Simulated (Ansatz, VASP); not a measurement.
**S in VASP and in Ansatz**

INCAR

```
PREC     = Accurate       # precision mode
ENCUT    = 520            # plane-wave cutoff, eV
EDIFF    = 1E-6           # SCF threshold, eV
ISMEAR   = -1             # smearing method
SIGMA    = 0.08           # smearing width, eV
LREAL    = F              # projectors in reciprocal space
LASPH    = T              # aspherical terms in the spheres
NELM     = 80             # most SCF steps
ALGO     = Normal         # electronic algorithm
ISIF     = 2              # what is computed and relaxed
LWAVE    = F              # write WAVECAR
LCHARG   = F              # write CHGCAR
GGA      = PS             # functional
NBANDS   = 9              # bands
```

Contents of KPOINTS:

```
Automatic mesh
0
Gamma
  18 18 18
```

File POSCAR:

```
S
1.0
    0.0000000000      1.9214002609      1.9214002609
    1.9214002609      0.0000000000      1.9214002609
    1.9214002609      1.9214002609      0.0000000000
S
1
Direct
    0.0000000000      0.0000000000      0.0000000000
```

Input for Ansatz:

```yaml
crystal:
  lattice:
    - [0.0, 1.9214002609, 1.9214002609]
    - [1.9214002609, 0.0, 1.9214002609]
    - [1.9214002609, 1.9214002609, 0.0]
  atoms:
    - { symbol: S, position: [0.0, 0.0, 0.0] }
kpoints:
  mp_grid: { grid: [18, 18, 18] }
scf:
  occupations: { method: fermi_dirac, width: 0.08 }
hamiltonian:
  xc: pbesol
  pseudopotentials: { kind: all_electron, lapw: { basis_error: 0.001 } }
output:
  forces: true
  stress: true
  eigenvalues: true
  populations: true
```

Change from the starting cell: volume scaled by 0.95, LAPW.

Alike in both runs: task single point; functional PBEsol; k mesh 18 × 18 × 18; occupations fermi-dirac, width 0.08 eV; no spin polarisation.

```csv
,VASP,Ansatz
version,VASP 6.6.1,Ansatz 0.2.0
potentials or method,"VASP PAW PBE potentials, release 64 (S)","all-electron LAPW, scalar-relativistic"
plane-wave cutoff (eV),520,see its input
```

|  | VASP | Ansatz | Ansatz less VASP |
| --- | --- | --- | --- |
| pressure (GPa) | 5.5 | 5.5 | 0.00 |

Ansatz ran all-electron here, so the differences hold the error of VASP's frozen core and of both bases.

Caveats: the PAW data sets were made with another functional, which shifts forces and pressure a little (VASP).
